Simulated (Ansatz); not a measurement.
# TiAl under changes of volume

One of the cells (16.653 Å³/atom); the others are scaled copies at fixed shape and fractional positions:

```
Ti Al
1.0
     2.86726    0.00000    0.00000
    -1.43363    2.48312    0.00000
     0.00000    0.00000    4.67808
Ti Al
1 1
Direct
  0.00000 0.00000 0.00000
  0.33333 0.66667 0.50000
```

The cell comes from a database or a generator and needn't be the stable form of this composition.

- Program: Ansatz 0.2.0
- Functional: LDA
- Potentials or basis: Ansatz PAW
- Cutoff: 420 eV (not typed: the program's choice for these potentials)
- k mesh: 11 × 11 × 6
- Occupations: fermi-dirac, width 0.05 eV
- Spin: no spin polarisation

| volume (Å³/atom) | energy over the lowest point (meV/atom) | pressure (GPa) |
| --- | --- | --- |
| 15.654 | 0.00 | 0.4 |
| 15.987 | 1.78 | -2.0 |
| 16.320 | 8.32 | -4.1 |
| 16.653 | 19.14 | -6.1 |
| 16.986 | 33.84 | -7.9 |
| 17.320 | 52.03 | -9.5 |
| 17.653 | ? | ? |

Q: What does the run at 17.653 Å³/atom give?

A: Energy over the lowest point 73.39 meV/atom; pressure -10.9 GPa.

Worked out: A Birch-Murnaghan fit of order 3 (a polynomial in V^(-2/3)) to the other rows has its minimum at 15.70 Å³/atom with B0 = V·E''(V) = 118 GPa and B' = 4.1 at fixed shape and positions, which overstates the stiffness. It gives 73.30 meV/atom at 17.653 Å³/atom, against the run's 73.39, and -dE/dV = -10.9 GPa, against -10.9.

Energies are extrapolated to zero smearing.

Caveats: the PAW data sets come from PBE, with cores solved anew for the run's functional, which leaves a small shift of forces and pressure.
